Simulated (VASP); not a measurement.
A run of VASP 6.6.1 is set up as follows.

Contents of POSCAR:

```
CdTe
1.0
    0.0000000000      3.3471941971      3.3471941971
    3.3471941971      0.0000000000      3.3471941971
    3.3471941971      3.3471941971      0.0000000000
Cd Te
1 1
Direct
    0.0000000000      0.0000000000      0.0000000000
    0.2500000000      0.2500000000      0.2500000000
```

INCAR.step1

```
SYSTEM = CdTe
  PREC = Accurate
  ENCUT = 520
  EDIFF = 1E-5
  ISMEAR = 0
  SIGMA = 0.01
  LREAL = .False.
  LASPH = .True.
  NELM = 100
  ALGO = Normal
  ISIF = 2
  LWAVE = .True.
  NBANDS = 16
  GGA = PE
```

INCAR.step2

```
SYSTEM = CdTe
  PREC = Accurate
  ENCUT = 520
  EDIFF = 1E-6
  ISMEAR = 0
  SIGMA = 0.01
  LREAL = .False.
  LASPH = .True.
  NELM = 100
  ALGO = Normal
  ISIF = 2
  LWAVE = .False.
  LCHARG = .True.
  GGA = PE
  LHFCALC = .True.
  HFSCREEN = 0.2079
  PRECFOCK = Normal
  LELF = .True.
  LVHAR = .True.
  NBANDS = 16
  ISTART = 1
```

Contents of KPOINTS:

```
regular mesh
0
Gamma
  4 4 4
  0 0 0
```

Potentials or basis: VASP PAW PBE potentials, release 64 (Cd, Te).

Run with:

```bash
$ cat potpaw_PBE.64/Cd/POTCAR potpaw_PBE.64/Te/POTCAR > POTCAR
$ cp INCAR.step1 INCAR
$ mpirun -np 1 vasp_std > vasp.out
$ cp INCAR.step2 INCAR
$ mpirun -np 1 vasp_std > vasp.out
```

(1) Predict the band gap on the k mesh.

(2) What does it give for the pressure?

## Answers

(1) 1.24 eV, direct.

(2) -1.9 GPa.

Caveat: the PAW data sets were made with another functional, which shifts forces and pressure a little; spin-orbit coupling is left out, which moves the levels of the heavy elements.
